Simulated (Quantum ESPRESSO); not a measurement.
P under changes of volume

One of the cells (16.144 Å³/atom); the others are scaled copies at fixed shape and fractional positions:

```
P
1.0
     1.72573    0.99635    3.12968
    -1.72573    0.99635    3.12968
     0.00000   -1.99270    3.12968
P
2
Cartesian
  0.0000 0.0000 7.2570
  0.0000 0.0000 2.1321
```

This isn't the form of P at room conditions, which is orthorhombic.

```yaml
Program: Quantum ESPRESSO 7.5
Functional: LDA
Potentials_or_basis: GBRV 1.5 LDA
Cutoff: 612 eV
Density_cutoff: 4898 eV
k_mesh: 9 × 9 × 9
Occupations: fermi-dirac, width 0.05 eV
Spin: no spin polarisation
```

```tsv
volume (Å³/atom)	energy over the lowest point (meV/atom)	pressure (GPa)	largest force (eV/Å)
15.175	3.84	3.0	0.594
15.498	0.00	0.8	0.444
15.821	0.51	-1.2	0.316
16.144	?	?	?
16.467	12.23	-4.5	0.069
16.789	22.86	-6.1	0.056
17.112	36.43	-7.5	0.174
```

**Question.** What does the run at 16.144 Å³/atom give?

**Answer.** Energy over the lowest point 4.78 meV/atom; pressure -2.9 GPa; largest force 0.196 eV/Å.

Worked out: A Birch-Murnaghan fit of order 3 (a polynomial in V^(-2/3)) to the other rows has its minimum at 15.63 Å³/atom with B0 = V·E''(V) = 96 GPa and B' = 3.7 at fixed shape and positions, which overstates the stiffness. It gives 4.63 meV/atom at 16.144 Å³/atom, against the run's 4.78, and -dE/dV = -2.9 GPa, against -2.9.

Energies are extrapolated to zero smearing.
